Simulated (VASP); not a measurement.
# BN in VASP: one cell, several levels of theory, part 2 of 2

VASP 6.6.1, plane waves, PAW. Earlier steps stand in the parts before.

## (3) r2SCAN

File INCAR:

```
ENCUT = 520.000000
SIGMA = 0.010000
EDIFF = 1.00e-07
ALGO = Normal
METAGGA = R2SCAN
PREC = Accurate
IBRION = -1
ISIF = 2
ISMEAR = 0
NBANDS = 11
NELM = 120
NSW = 0
LASPH = .TRUE.
LCHARG = .TRUE.
LELF = .TRUE.
LWAVE = .FALSE.
LREAL = .FALSE.
```

File KPOINTS:

```
KPOINTS created by Atomic Simulation Environment
0
Gamma
12 12 12
0 0 0
```

File KPOINTS_OPT:

```
special points
6
Reciprocal
0.0000000000 0.0000000000 0.0000000000 1
-0.5000000000 -0.5000000000 0.0000000000 1
-0.3750000000 -0.3750000000 0.2500000000 1
-0.3750000000 0.0000000000 0.3750000000 1
0.0000000000 0.0000000000 0.5000000000 1
-0.5000000000 -0.2500000000 0.2500000000 1
```

File POSCAR:

```
B  N
 1.0000000000000000
     0.0000000000000000    1.8770184675999999    1.7733753882000001
     1.8770184675999999    0.0000000000000000    1.7733753882000001
     1.8770184675999999    1.8770184675999999    0.0000000000000000
 B   N
   1   1
Cartesian
  0.0000000000000000  0.0000000000000000  0.0000000000000000
  0.9385092338000000  0.9385092338000000  0.8866876941000000
```

On the command line:

```bash
$ mpirun -np 1 vasp_std
```

Standard output, without the iteration lines:

```text
POSCAR found type information on POSCAR B N
 POSCAR found :  2 types and       2 ions
 -----------------------------------------------------------------------------
|                                                                             |
|                                                                             |
|     You enforced a specific xc type in the INCAR file but a different       |
|     I HOPE YOU KNOW WHAT YOU ARE DOING!                                     |
|                                                                             |
 -----------------------------------------------------------------------------

 LDA part: xc-table for (None), standard interpolation
 POSCAR, INCAR and KPOINTS ok, starting setup
 FFT: planning ... GRIDC
 FFT: planning ... GRID_SOFT
 FFT: planning ... GRID
 WAVECAR not read
 entering main loop
 Start KPOINTS_OPT (optional k-point list driver)
k-point batch [1-6\6]
```

OSZICAR:

```text
N       E                     dE             d eps       ncg     rms          rms(c)
DAV:   1     0.801985699209E+01    0.80199E+01   -0.50604E+03  3674   0.737E+02
DAV:   2    -0.216779306839E+02   -0.29698E+02   -0.28789E+02  4324   0.168E+02
DAV:   3    -0.222758845358E+02   -0.59795E+00   -0.59691E+00  4221   0.205E+01
DAV:   4    -0.222767051918E+02   -0.82066E-03   -0.82064E-03  3811   0.846E-01
DAV:   5    -0.222767060308E+02   -0.83896E-06   -0.83898E-06  4141   0.271E-02    0.631E+00
DAV:   6    -0.190694988012E+02    0.32072E+01   -0.19745E+00  3589   0.786E+00    0.334E+00
DAV:   7    -0.190769357068E+02   -0.74369E-02   -0.21709E-01  3739   0.349E+00    0.179E+00
DAV:   8    -0.190786395905E+02   -0.17039E-02   -0.40195E-02  3793   0.130E+00    0.161E-01
DAV:   9    -0.190782358684E+02    0.40372E-03   -0.62234E-03  4102   0.515E-01    0.970E-02
DAV:  10    -0.190782116978E+02    0.24171E-04   -0.52252E-04  3874   0.167E-01    0.315E-02
DAV:  11    -0.190782156054E+02   -0.39076E-05   -0.48389E-05  4009   0.547E-02    0.786E-03
DAV:  12    -0.190782163625E+02   -0.75705E-06   -0.96592E-07  3970   0.966E-03    0.160E-03
DAV:  13    -0.190782164121E+02   -0.49573E-07   -0.23746E-07  3740   0.312E-03
   1 F= -.19078216E+02 E0= -.19078216E+02  d E =-.156190E-76
       N       E                     dE             ncg
DAV:   1     0.189381153023E+04   -0.21596E+04      132
DAV:   2     0.174060325936E+04   -0.15321E+03      156
DAV:   3     0.173778734427E+04   -0.28159E+01      153
DAV:   4     0.173778433890E+04   -0.30054E-02      144
DAV:   5     0.173778433618E+04   -0.27191E-05      147
DAV:   6     0.173778433618E+04   -0.43281E-08      139
```

OUTCAR, selected sections:

```text
k-points           NKPTS =    163   k-points in BZ     NKDIM =    163   number of bands    NBANDS=     11

   NELECT =       8.0000    total number of electrons

   dimension x,y,z NGX =    20 NGY =   20 NGZ =   20
   dimension x,y,z NGXF=    40 NGYF=   40 NGZF=   40

  energy-cutoff  :      520.00
  volume of cell :       12.50
      direct lattice vectors                 reciprocal lattice vectors
     0.000000000  1.877018468  1.773375388    -0.266379904  0.266379904  0.281948201
     1.877018468  0.000000000  1.773375388     0.266379904 -0.266379904  0.281948201
     1.877018468  1.877018468  0.000000000     0.266379904  0.266379904 -0.281948201

 k-points in reciprocal lattice and weights: KPOINTS created by Atomic Simulation Env
   0.00000000  0.00000000  0.00000000       0.001
   0.08333333 -0.00000000  0.00000000       0.005
   0.16666667  0.00000000  0.00000000       0.005
   0.25000000  0.00000000  0.00000000       0.005
   0.33333333  0.00000000  0.00000000       0.005
   0.41666667  0.00000000  0.00000000       0.005
   0.50000000  0.00000000  0.00000000       0.002
   0.08333333  0.08333333  0.00000000       0.001
[... 155 more k-points ...]

 E-fermi :   7.0326

 k-point     1 :       0.0000    0.0000    0.0000
  band No.  band energies     occupation
      1     -14.0785      2.00000
      2       6.4040      2.00000
      3       6.4040      2.00000
      4       6.9044      2.00000
      5      15.5858      0.00000
      6      15.9811      0.00000
      7      15.9811      0.00000
      8      16.6577      0.00000
      9      31.6294      0.00000
     10      33.2139      0.00000
     11      34.7362      0.00000

 k-point     2 :       0.0833   -0.0000    0.0000
  band No.  band energies     occupation
      1     -13.9111      2.00000
      2       5.6088      2.00000
      3       6.2079      2.00000
      4       6.6316      2.00000
      5      15.6977      0.00000
      6      16.2267      0.00000
      7      16.2381      0.00000
      8      17.3430      0.00000
      9      31.5026      0.00000
     10      31.5749      0.00000
     11      32.9626      0.00000

 k-point     3 :       0.1667    0.0000    0.0000
  band No.  band energies     occupation
      1     -13.4166      2.00000
      2       3.5406      2.00000
      3       5.7271      2.00000
      4       6.2208      2.00000
      5      15.8723      0.00000
      6      16.8093      0.00000
      7      16.8500      0.00000
      8      18.8561      0.00000
      9      30.3252      0.00000
     10      30.7626      0.00000
     11      31.9548      0.00000

 k-point     4 :       0.2500    0.0000    0.0000
  band No.  band energies     occupation
      1     -12.6226      2.00000
      2       1.0846      2.00000
      3       5.1659      2.00000
      4       5.7775      2.00000
      5      16.0037      0.00000
      6      17.2930      0.00000
      7      17.5891      0.00000
      8      20.3703      0.00000
      9      30.1429      0.00000
     10      30.2602      0.00000
     11      31.5855      0.00000

 k-point     5 :       0.3333    0.0000    0.0000
  band No.  band energies     occupation
      1     -11.6015      2.00000
      2      -1.2798      2.00000
      3       4.6821      2.00000
      4       5.4023      2.00000
      5      16.0800      0.00000
      6      17.4693      0.00000
      7      18.1402      0.00000
      8      21.5088      0.00000
      9      30.0866      0.00000
     10      31.3801      0.00000
     11      31.9345      0.00000

 k-point     6 :       0.4167    0.0000    0.0000
  band No.  band energies     occupation
      1     -10.5584      2.00000
      2      -3.1772      2.00000
      3       4.3646      2.00000
      4       5.1588      2.00000
      5      16.1044      0.00000
      6      17.4438      0.00000
      7      18.4231      0.00000
      8      22.1706      0.00000
      9      30.3221      0.00000
     10      33.1282      0.00000
     11      33.1482      0.00000

 k-point     7 :       0.5000    0.0000    0.0000
  band No.  band energies     occupation
      1     -10.0408      2.00000
      2      -3.9867      2.00000
      3       4.2548      2.00000
      4       5.0751      2.00000
      5      16.1064      0.00000
      6      17.4091      0.00000
      7      18.5032      0.00000
      8      22.3815      0.00000
      9      30.5173      0.00000
     10      33.5395      0.00000
     11      34.1196      0.00000

 k-point     8 :       0.0833    0.0833    0.0000
  band No.  band energies     occupation
      1     -13.8376      2.00000
      2       5.8473      2.00000
      3       5.8473      2.00000
      4       6.2574      2.00000
      5      15.1920      0.00000
      6      16.6852      0.00000
      7      16.6852      0.00000
      8      17.3413      0.00000
      9      31.0425      0.00000
     10      33.2493      0.00000
     11      33.5578      0.00000

 k-point     9 :       0.1667    0.0833    0.0000
  band No.  band energies     occupation
      1     -13.4349      2.00000
      2       4.2119      2.00000
      3       5.2664      2.00000
      4       6.0700      2.00000
      5      15.1244      0.00000
      6      17.1563      0.00000
      7      17.4218      0.00000
      8      18.4576      0.00000
      9      29.5854      0.00000
     10      32.6344      0.00000
     11      32.8921      0.00000

 k-point    10 :       0.2500    0.0833    0.0000
  band No.  band energies     occupation
      1     -12.7243      2.00000
      2       1.8551      2.00000
      3       4.6785      2.00000
      4       5.7631      2.00000
      5      15.4003      0.00000
      6      17.6451      0.00000
      7      18.0354      0.00000
      8      19.7600      0.00000
      9      28.6970      0.00000
     10      32.2121      0.00000
     11      32.4995      0.00000

 k-point    11 :       0.3333    0.0833    0.0000
  band No.  band energies     occupation
      1     -11.7619      2.00000
      2      -0.5334      2.00000
      3       4.2267      2.00000
      4       5.3269      2.00000
      5      15.6845      0.00000
      6      18.2019      0.00000
      7      18.2630      0.00000
      8      20.7540      0.00000
      9      28.7127      0.00000
     10      32.3449      0.00000
     11      32.8926      0.00000

 k-point    12 :       0.4167    0.0833    0.0000
  band No.  band energies     occupation
      1     -10.7005      2.00000
      2      -2.5818      2.00000
      3       3.9844      2.00000
      4       4.8996      2.00000
      5      15.8678      0.00000
      6      18.1677      0.00000
      7      18.5181      0.00000
      8      21.6464      0.00000
      9      29.1621      0.00000
     10      32.8686      0.00000
     11      34.1246      0.00000

 k-point    13 :       0.5000    0.0833    0.0000
  band No.  band energies     occupation
      1      -9.9689      2.00000
      2      -3.7643      2.00000
      3       3.9788      2.00000
      4       4.5719      2.00000
      5      16.0228      0.00000
      6      17.9648      0.00000
      7      18.5437      0.00000
      8      22.3749      0.00000
      9      29.5291      0.00000
     10      33.4334      0.00000
     11      34.3069      0.00000

 k-point    14 :      -0.4167    0.0833    0.0000
  band No.  band energies     occupation
      1     -10.2040      2.00000
      2      -3.4106      2.00000
      3       4.2055      2.00000
      4       4.3994      2.00000
      5      16.2106      0.00000
      6      17.7911      0.00000
      7      18.4402      0.00000
      8      22.5260      0.00000
      9      29.6710      0.00000
     10      32.5372      0.00000
     11      33.4808      0.00000

 k-point    15 :      -0.3333    0.0833    0.0000
  band No.  band energies     occupation
      1     -11.1619      2.00000
      2      -1.7778      2.00000
      3       4.4161      2.00000
      4       4.6328      2.00000
      5      16.4007      0.00000
      6      17.6291      0.00000
      7      18.2816      0.00000
      8      21.9341      0.00000
      9      29.5880      0.00000
     10      30.3706      0.00000
     11      33.2663      0.00000

 k-point    16 :      -0.2500    0.0833    0.0000
  band No.  band energies     occupation
      1     -12.2108      2.00000
      2       0.4335      2.00000
      3       4.6401      2.00000
      4       5.1937      2.00000
      5      16.5009      0.00000
      6      17.3352      0.00000
      7      17.9756      0.00000
      8      20.8498      0.00000
      9      28.9215      0.00000
     10      29.3035      0.00000
     11      33.0350      0.00000

[... the tables of k-points 17 to 163 left out ...]

  Total       -2.4226324     -2.4226324      0.0632296      0.0000000      0.0000000      0.0000000
  in kB     -310.6206623   -310.6206623      8.1070522      0.0000000      0.0000000      0.0000000
  external PRESSURE =    -204.3780908 kB  Pullay stress =       0.0000000 kB

 POSITION                                       TOTAL-FORCE (eV/Angst)
 -----------------------------------------------------------------------------------
      0.00000      0.00000      0.00000         0.000000      0.000000      0.000000
      0.93851      0.93851      0.88669        -0.000000     -0.000000     -0.000000
 -----------------------------------------------------------------------------------
    total drift:                                0.000001      0.000001     -0.000002

  FREE ENERGIE OF THE ION-ELECTRON SYSTEM (eV)
  ---------------------------------------------------
  free  energy   TOTEN  =       -19.0782164121 eV

  energy  without entropy=      -19.0782164121  energy(sigma->0) =      -19.07821641
```

Hardware: 1 MPI rank of Intel Xeon Platinum 8488C, shared host.

The levels at the points of KPOINTS_OPT are read from vasprun.xml.

Levels at the named points, in eV from the top of band v (v: the last filled band by count, c: the next):

```
point    v−1      v     c    c+1
    Γ  -0.50   0.00  8.68   9.08
    X  -5.64  -5.64  3.98   8.25
    U  -7.64  -4.83  6.26  11.87
    K  -7.75  -4.07  7.38  13.21
    L  -2.65  -1.83  9.20  10.50
    W  -6.94  -6.58  9.38  12.78
```

Gap with r2SCAN: 3.98 eV, valence top at Γ, conduction bottom at X. Least direct gap: 8.68 eV. Pressure: -20.44 GPa; the forces vanish within 0.01 eV/Å.

## (4) Summary

The summary covers parts 1 to 2.

| level | gap (eV) | pressure (GPa) | Ansatz: gap (eV) | Ansatz: pressure (GPa) |
| --- | --- | --- | --- | --- |
| PBE | 3.49 | -16.38 | 3.50 | -16.46 |
| r2SCAN | 3.98 | -20.44 | 3.99 | -21.33 |

What this shows: The gap runs from 3.49 eV (PBE) to 3.98 eV (r2SCAN). The pressure is highest with PBE (-16.4 GPa) and lowest with r2SCAN (-20.4 GPa), which orders the cells that they would relax to. The two programs agree on the gap within 0.03 eV, far less than the spread between functionals. Each program uses its own PAW datasets and cutoff.
